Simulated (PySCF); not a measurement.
Level of theory: core-valence-separated Tamm–Dancoff BHandHLYP/aug-pcX-1 (pcseg-1 on H) in PySCF, non-relativistic, gas phase, PBE0-D3(BJ)/def2-SVP geometry. BHandHLYP without relativity tends to put these K edges a few eV too low, so spacings mean more than positions.

Main lines of an unknown, eV (oscillator strength): C K: 283.1 (0.053), 283.2 (0.081), 284.3 (0.068), 285.7 (0.012), 285.9 (0.014); O K: 528.5 (0.052), 533.5 (0.012), 534.3 (0.015), 534.6 (0.006). Listed: the first five lines at most of each edge with a tenth or more of its strongest line's intensity; roots within 0.03 eV on the same or equivalent atoms are summed. Only the lowest roots were sought, and the top ones are left out.

Question: Which candidate gives them?
A. `C1OCC12COC2`
B. `O=C1CCCCO1`
C. `C=C(C)C(=O)OC`
D. `C(=C/OC)/CC=O`

Answer: D. 

- `CO/C=C\CC=O`: C K: 283.1 (0.053), 283.2 (0.081), 284.3 (0.068), 285.7 (0.012), 285.9 (0.014); O K: 528.5 (0.052), 533.5 (0.012), 534.3 (0.015), 534.6 (0.006). First C line listed at 283.1 eV, hole on the alkene CH carbon (1s→π*); first O line listed at 528.5 eV, hole on the aldehyde oxygen (1s→π*).
- `C=C(C)C(=O)OC`: C K: 281.9 (0.060), 282.7 (0.048), 285.0 (0.078), 286.1 (0.012), 286.3 (0.030); O K: 529.2 (0.039), 532.5 (0.018), 534.0 (0.006), 534.7 (0.020), 535.0 (0.006). First C line listed at 281.9 eV, hole on the terminal =CH2 carbon (1s→π*); first O line listed at 529.2 eV, hole on the ester carbonyl oxygen (1s→π*).
- `O=C1CCCCO1`: C K: 285.1 (0.085), 285.6 (0.009), 285.7 (0.015), 285.7 (0.014), 286.1 (0.016); O K: 529.3 (0.045), 533.0 (0.019), 534.6 (0.017), 534.6 (0.006), 534.9 (0.009). First C line listed at 285.1 eV, hole on the ester carbonyl carbon (1s→π*); first O line listed at 529.3 eV, hole on the ester carbonyl oxygen (1s→π*).
- `C1OCC12COC2`: C K: 286.5 (0.155), 286.9 (0.076), 287.1 (0.066), 287.5 (0.147); O K: 532.8 (0.022), 533.7 (0.080), 533.9 (0.009). First C line listed at 286.5 eV, hole on the sp3 carbon bound to oxygen; first O line listed at 532.8 eV, hole on the cyclic ether oxygen.

One conformer each; other structures than these candidates weren't tested.

The values belong to the conformer `[CH3:1][O:2]/[CH:3]=[CH:4]\[CH2:5][CH:6]=[O:7]`: C1–O2–C3–C4 -171°, C3–C4–C5–C6 -92°, C4–C5–C6–O7 -126°.
